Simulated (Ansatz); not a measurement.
**Relaxing chromium (hcp)**

The calculation used DFT, PBE, plane waves (420 eV) with PAW, scalar-relativistic in Ansatz.

k-point mesh 14×14×8, Fermi-Dirac smearing 0.1 eV, no spin polarisation. Cell and atoms relax.

Starting structure:

```yaml
crystal:
  lattice:
    - [2.569259227, 0.0, 0.0]
    - [-1.2846296135, 2.2250437595, 0.0]
    - [0.0, 0.0, 4.1956003177]
  atoms:
    - { symbol: Cr, position: [0.3333333333, 0.6666666667, 0.25] }
    - { symbol: Cr, position: [0.6666666667, 0.3333333333, 0.75] }
hamiltonian:
  xc: pbe
  pseudopotentials:
    kind: paw
    azcp:
      Cr: "pseudopotentials/Cr.paw.azcp"
basis:
  ecutwfc: 420
  fft_grid_basis: typed
kpoints:
  mp_grid: { grid: [14, 14, 8], shift: [0, 0, 0] }
magnetization:
  spin_polarized: false
scf:
  occupations: { method: fermi_dirac, width: 0.1 }
relax:
  max_steps: 60
  f_tol: 0.01
  cell: {}
```

The pressure at the start is -1.5 GPa. By how much does the volume change?

From 11.99 to 11.93 Å³ per atom, -0.5 %. The final cell has a = 2.490 Å, c = 4.445 Å (c/a = 1.785).

How much energy does the relaxation gain?

39.0 meV per atom.

Path of the relaxation (the plane waves are chosen anew near the end, which can shift the energy a little):

| step | E − E(final) (meV/atom) | V (Å³/atom) | P (GPa) | max force (eV/Å) |
| --- | --- | --- | --- | --- |
| 0 | 39.00 | 11.993 | -1.51 | 0.000 |
| 1 | 22.70 | 11.923 | -0.24 | 0.000 |
| 2 | 0.92 | 11.932 | -0.13 | 0.000 |
| 3 | 0.52 | 11.926 | -0.15 | 0.000 |
| 4 | 0.43 | 11.918 | 0.03 | 0.000 |
| 5 | 0.01 | 11.918 | 0.17 | 0.000 |
| 6 | 0.01 | 11.929 | -0.03 | 0.000 |
| 7 | 0.00 | 11.929 | -0.03 | 0.000 |

Spin polarisation is off here; a magnetic state may lie lower.
